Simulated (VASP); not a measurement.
# Si (Fd-3m) in VASP: further runs

Runs on Si. Level: PBE. Tasks: single point.

Program: VASP 6.6.1. These are calculated values, not measurements. Logs are shortened: lines on timing, memory, paths and dates and some standing lists are left out, and cuts for length are marked.

**1. The undisturbed crystal**

It takes space group Fd-3m (No. 227, cubic). Conventional cell: a = 5.444 Å, b = 5.444 Å, c = 5.444 Å, α = 90.00°, β = 90.00°, γ = 90.00°. Around Si (site symmetry -43m) lie 4 Si at 2.36 Å.

**2. Single point, PBE (grid = ENCUT=300 dk=0.45 cell=2x2x2 ISMEAR=0 SIGMA=0.05 LREAL=Auto EDIFF=1e-06)**

File INCAR:

```
PREC = Accurate
ENCUT = 300
EDIFF = 1E-6
ISMEAR = 0
SIGMA = 0.05
LREAL = Auto
LASPH = T
NELM = 120
ALGO = Fast
ISIF = 2
LWAVE = F
LCHARG = F
GGA = PE
NBANDS = 40
```

File KPOINTS:

```
regular mesh
0
Gamma
  3 3 3
```

File POSCAR:

```
Si
1.0
    0.0000000000      5.4437023730      5.4437023730
    5.4437023730      0.0000000000      5.4437023730
    5.4437023730      5.4437023730      0.0000000000
Si
16
Direct
    0.2500000000      0.2500000000      0.2500000000
    0.2500000000      0.2500000000      0.7500000000
    0.2500000000      0.7500000000      0.2500000000
    0.2500000000      0.7500000000      0.7500000000
    0.7500000000      0.2500000000      0.2500000000
    0.7500000000      0.2500000000      0.7500000000
    0.7500000000      0.7500000000      0.2500000000
    0.7500000000      0.7500000000      0.7500000000
    0.3750000000      0.3750000000      0.3750000000
    0.3750000000      0.3750000000      0.8750000000
    0.3750000000      0.8750000000      0.3750000000
    0.3750000000      0.8750000000      0.8750000000
    0.8750000000      0.3750000000      0.3750000000
    0.8750000000      0.3750000000      0.8750000000
    0.8750000000      0.8750000000      0.3750000000
    0.8750000000      0.8750000000      0.8750000000
```

Potentials or basis: VASP PAW PBE potentials, release 64 (Si).

Launch:

```bash
$ cat potpaw_PBE.64/Si/POTCAR > POTCAR
$ mpirun -np 1 vasp_std > vasp.out
```

OUTCAR:

```text
PREC = Accurate
   ENCUT = 300
   EDIFF = 1E-6
   ISMEAR = 0
   LREAL = Auto
   LASPH = T
   NELM = 120
   ISIF = 2
   GGA = PE

 Found      4 irreducible k-points:

 Following reciprocal coordinates:
            Coordinates               Weight
  0.000000  0.000000  0.000000      1.000000
  0.333333  0.000000  0.000000      8.000000
  0.333333  0.333333  0.000000      6.000000
 -0.333333  0.333333  0.000000     12.000000
   k-points           NKPTS =      4   k-points in BZ     NKDIM =      4   number of bands    NBANDS=     40
   number of dos      NEDOS =    301   number of ions     NIONS =     16
   total plane-waves  NPLWV = 110592
   dimension x,y,z NGX =    48 NGY =   48 NGZ =   48
   dimension x,y,z NGXF=    96 NGYF=   96 NGZF=   96
   ions per type =              16
   NGX,Y,Z   is equivalent  to a cutoff of  10.37, 10.37, 10.37 a.u.
   NGXF,Y,Z  is equivalent  to a cutoff of  20.73, 20.73, 20.73 a.u.
 SYSTEM =  unknown system
   PREC   = accura    normal or accurate (medium, high low for compatibility)
   ISTART =      0    job   : 0-new  1-cont  2-samecut
   ICHARG =      2    charge: 1-file 2-atom 10-const
   ISPIN  =      1    spin polarized calculation?
   LNONCOLLINEAR =      F non collinear calculations
   LSORBIT =      F    spin-orbit coupling
   LASPH  =      T    aspherical Exc in radial PAW
   ENCUT  =  300.0 eV  22.05 Ry    4.70 a.u.  10.87 10.87 10.87*2*pi/ulx,y,z
   NELM   =    120;   NELMIN=  2; NELMDL= -5     # of ELM steps
   EDIFF  = 0.1E-05   stopping-criterion for ELM
   LREAL  =      T    real-space projection
   EDIFFG = 0.1E-04   stopping-criterion for IOM
   NSW    =      0    number of steps for IOM
   IBRION =     -1    ionic relax: 0-MD 1-quasi-New 2-CG
   NFREE  =      0    steps in history (QN), initial steepest desc. (CG)
   ISIF   =      2    stress and relaxation
   ISYM   =      2    0-nonsym 1-usesym 2-fastsym
   POTIM  = 0.5000    time-step for ionic-motion
   TEBEG  =    0.0;   TEEND  =   0.0 temperature during run
   PSTRESS=    0.0 pullay stress
   NELECT =      64.0000    total number of electrons
   NUPDOWN=      -1.0000    fix difference up-down
   EMIN   =  10.00;   EMAX   =-10.00  energy-range for DOS
   EFERMI =   0.00;   METHOD = LEGACY
   ISMEAR =     0;   SIGMA  =   0.05  broadening in eV -4-tet -1-fermi 0-gaus
   EFERMI_NEDOS =   21; number of points for ismear=-14 and -15
   IALGO  =     68    algorithm
   IMIX   =      4    mixing-type and parameters
     AMIX     =   0.40;   BMIX     =  1.00
     AMIX_MAG =   1.60;   BMIX_MAG =  1.00
  volume/ion in A,a.u.               =      20.16       136.08
  Fermi-wavevector in a.u.,A,eV,Ry     =   0.954766  1.804247 12.402783  0.911579
  Thomas-Fermi vector in A             =   2.083543
   LORBIT       =      0    0 simple, 1 ext, 2 COOP (PROOUT), +10 PAW based schemes
   GGA     = PE    functional components
   LHFCALC =     F    Hartree Fock is set to
   AEXX    =    0.0000 exact exchange contribution
   IVDW    =     0    specifies the selected vdW correction
   LEPSILON=     F    determine dielectric tensor
   LRPA    =     F    only Hartree local field effects (RPA)
 non-spin polarized calculation
 RMM-DIIS sequential band-by-band and
 Gauss-broadening in eV      SIGMA  =   0.05
  energy-cutoff  :      300.00
  volume of cell :      322.64
 maximum number of plane-waves:      3839
 NGX is ok and might be reduce to    48
   NGX = 21   NGY = 21   NGZ = 21

 number of electron      63.9999991 magnetization

 Free energy of the ion-electron system (eV)
  ---------------------------------------------------
  ext. energy  EPLUGINS =         0.00000000
  ---------------------------------------------------
  free energy    TOTEN  =       -86.54838059 eV

  energy without entropy =      -86.54838059  energy(sigma->0) =      -86.54838059

 E-fermi :   6.0188     XC(G=0):  -9.3767

 val. band max:        5.7626745033   @ k =   0.0000   0.0000   0.0000
 cond. band min:       6.4876580839   @ k =   0.0000   0.0000   0.0000
 fundamental gap:      0.7249835806
 Fermi energy:         6.0188243170

 k-point     1 :       0.0000    0.0000    0.0000
  band No.  band energies     occupation
      1      -6.1486      2.00000
      2      -3.8344      2.00000
      3      -3.8344      2.00000
      4      -3.8344      2.00000
      5      -3.8344      2.00000
      6      -2.0292      2.00000
[... 32 lines left out ...]
     39       7.2793      0.00000
     40       7.2793      0.00000

 k-point     2 :       0.3333    0.0000    0.0000
  band No.  band energies     occupation
      1      -5.7894      2.00000
      2      -4.7805      2.00000
      3      -3.6749      2.00000
      4      -3.6749      2.00000
      5      -3.6749      2.00000
      6      -3.0996      2.00000
[... 32 lines left out ...]
     39       7.8071      0.00000
     40       8.0948      0.00000

 k-point     3 :       0.3333    0.3333    0.0000
  band No.  band energies     occupation
      1      -5.6672      2.00000
      2      -4.2555      2.00000
      3      -4.0565      2.00000
      4      -4.0565      2.00000
      5      -4.0565      2.00000
      6      -4.0565      2.00000
[... 32 lines left out ...]
     39       8.2116      0.00000
     40       8.5149      0.00000

 k-point     4 :      -0.3333    0.3333    0.0000
  band No.  band energies     occupation
      1      -5.2048      2.00000
      2      -4.8570      2.00000
      3      -4.8570      2.00000
      4      -3.8734      2.00000
      5      -3.8734      2.00000
      6      -2.9065      2.00000
[... 32 lines left out ...]
     39       9.1353      0.00000
     40       9.1863      0.00000

------------------------ aborting loop because EDIFF is reached ----------------------------------------

  FORCE on cell =-STRESS in cart. coord.  units (eV):
  Direction    XX          YY          ZZ          XY          YZ          ZX
  --------------------------------------------------------------------------------------
  -------------------------------------------------------------------------------------
  Total        2.4324208      2.4324208      2.4324208      0.0000000      0.0000000     -0.0000000
  in kB       12.0791444     12.0791444     12.0791444      0.0000000      0.0000000     -0.0000000
  external PRESSURE =      12.0791444 kB  Pullay stress =       0.0000000 kB

 VOLUME and BASIS-vectors are now :
 -----------------------------------------------------------------------------
  energy-cutoff  :      300.00
  volume of cell :      322.64
      direct lattice vectors                 reciprocal lattice vectors
     0.000000000  5.443702373  5.443702373    -0.091849254  0.091849254  0.091849254
     5.443702373  0.000000000  5.443702373     0.091849254 -0.091849254  0.091849254
     5.443702373  5.443702373  0.000000000     0.091849254  0.091849254 -0.091849254

 POSITION                                       TOTAL-FORCE (eV/Angst)
 -----------------------------------------------------------------------------------
      2.72185      2.72185      2.72185        -0.000000     -0.000000     -0.000000
      5.44370      5.44370      2.72185         0.000000     -0.000000     -0.000000
      5.44370      2.72185      5.44370         0.000000     -0.000000     -0.000000
      8.16555      5.44370      5.44370        -0.000000     -0.000000     -0.000000
      2.72185      5.44370      5.44370        -0.000000      0.000000     -0.000000
      5.44370      8.16555      5.44370         0.000000     -0.000000     -0.000000
[... 8 lines left out ...]
      6.80463      6.80463      9.52648        -0.000000      0.000000      0.000000
      9.52648      9.52648      9.52648        -0.000000      0.000000      0.000000
 -----------------------------------------------------------------------------------
    total drift:                               -0.000000      0.000000     -0.000000

  FREE ENERGIE OF THE ION-ELECTRON SYSTEM (eV)
  ---------------------------------------------------
  free  energy   TOTEN  =       -86.5483805867 eV

  energy  without entropy=      -86.5483805867  energy(sigma->0) =      -86.54838059
```

OSZICAR:

```text
N       E                     dE             d eps       ncg     rms          rms(c)
DAV:   1     0.111329812722E+03    0.11133E+03   -0.17679E+04   320   0.852E+02
DAV:   2    -0.771069259969E+02   -0.18844E+03   -0.17981E+03   400   0.152E+02
DAV:   3    -0.876901983520E+02   -0.10583E+02   -0.10411E+02   408   0.348E+01
DAV:   4    -0.879780619891E+02   -0.28786E+00   -0.28689E+00   408   0.675E+00
DAV:   5    -0.879847254988E+02   -0.66635E-02   -0.66598E-02   392   0.951E-01    0.141E+01
RMM:   6    -0.869872437875E+02    0.99748E+00   -0.52381E-01   324   0.232E+00    0.857E+00
RMM:   7    -0.865270678926E+02    0.46018E+00   -0.13979E+00   347   0.392E+00    0.479E-01
RMM:   8    -0.865437366936E+02   -0.16669E-01   -0.13306E-01   352   0.139E+00    0.246E-01
RMM:   9    -0.865474730175E+02   -0.37363E-02   -0.31446E-02   363   0.639E-01    0.247E-01
RMM:  10    -0.865480617230E+02   -0.58871E-03   -0.53448E-03   372   0.303E-01    0.177E-01
RMM:  11    -0.865483236065E+02   -0.26188E-03   -0.24405E-03   351   0.205E-01    0.137E-01
RMM:  12    -0.865483647224E+02   -0.41116E-04   -0.42151E-04   370   0.983E-02    0.706E-02
RMM:  13    -0.865483786509E+02   -0.13928E-04   -0.13442E-04   398   0.459E-02    0.870E-02
RMM:  14    -0.865483820618E+02   -0.34109E-05   -0.24360E-05   344   0.210E-02    0.920E-02
RMM:  15    -0.865483805921E+02    0.14697E-05   -0.80488E-06   319   0.122E-02    0.781E-02
RMM:  16    -0.865483805867E+02    0.53733E-08   -0.20377E-06   230   0.626E-03
   1 F= -.86548381E+02 E0= -.86548381E+02  d E =-.125328E-13
```

stdout:

```text
POSCAR found type information on POSCAR Si
 POSCAR found :  1 types and      16 ions
 scaLAPACK will be used
 LDA part: xc-table for (Slater+PW92), standard interpolation
 POSCAR, INCAR and KPOINTS ok, starting setup
 FFT: planning ... GRIDC
 FFT: planning ... GRID_SOFT
 FFT: planning ... GRID
 WAVECAR not read
 entering main loop
```

Wall time 35 s (1 thread of AMD EPYC 9R45 (Zen 5), shared host); peak memory 0.26 GiB.

The run converged, but some of its settings lie outside the range that counts as converged, so its numbers aren't taken as properties of the crystal.

What came out:

```
Free energy            : -86.5484 eV
Pressure               : 1.2 GPa
Band gap on the k mesh : 0.73 eV
```

Caveat: the cutoff is under 1.25 times the usual one of these potentials, so pressure, stress and relaxed cells hold a basis-set (Pulay) error; an odd mesh through Γ misses points on the zone boundary, where band edges often lie.

**3. Single point, PBE (grid = ENCUT=350 dk=0.45 cell=2x2x2 ISMEAR=0 SIGMA=0.05 LREAL=Auto EDIFF=1e-06)**

INCAR: that of step 2 with these lines changed.

```diff
@@ -1,3 +1,3 @@
 PREC = Accurate
-ENCUT = 300
+ENCUT = 350
 EDIFF = 1E-6
```

KPOINTS is that of step 2.

POSCAR is that of step 2.

Potentials or basis: VASP PAW PBE potentials, release 64 (Si).

Launch:

```bash
$ cat potpaw_PBE.64/Si/POTCAR > POTCAR
$ mpirun -np 1 vasp_std > vasp.out
```

Wall time 40 s (1 thread of AMD EPYC 9R45 (Zen 5), shared host); peak memory 0.27 GiB.

The run converged, but some of its settings lie outside the range that counts as converged, so its numbers aren't taken as properties of the crystal.

What came out:

| Item | Value |
| --- | --- |
| Free energy | -86.5808 eV |
| Pressure | 1.3 GPa |
| Band gap on the k mesh | 0.72 eV |

Caveat: an odd mesh through Γ misses points on the zone boundary, where band edges often lie.

**4. Single point, PBE (grid = ENCUT=400 dk=0.45 cell=2x2x2 ISMEAR=0 SIGMA=0.05 LREAL=Auto EDIFF=1e-06)**

INCAR: that of step 3 with these lines changed.

```diff
@@ -1,3 +1,3 @@
 PREC = Accurate
-ENCUT = 350
+ENCUT = 400
 EDIFF = 1E-6
```

KPOINTS is that of step 3.

POSCAR is that of step 3.

Launch:

```bash
$ cat potpaw_PBE.64/Si/POTCAR > POTCAR
$ mpirun -np 1 vasp_std > vasp.out
```

Wall time 45 s (1 thread of AMD EPYC 9R45 (Zen 5), shared host); peak memory 0.3 GiB.

These settings aren't checked as converged: the numbers below hold their error.

What came out:

* Free energy: -86.5974 eV
* Pressure: 1.3 GPa
* Band gap on the k mesh: 0.72 eV

Caveat: an odd mesh through Γ misses points on the zone boundary, where band edges often lie.

[end of part 1 of 2]
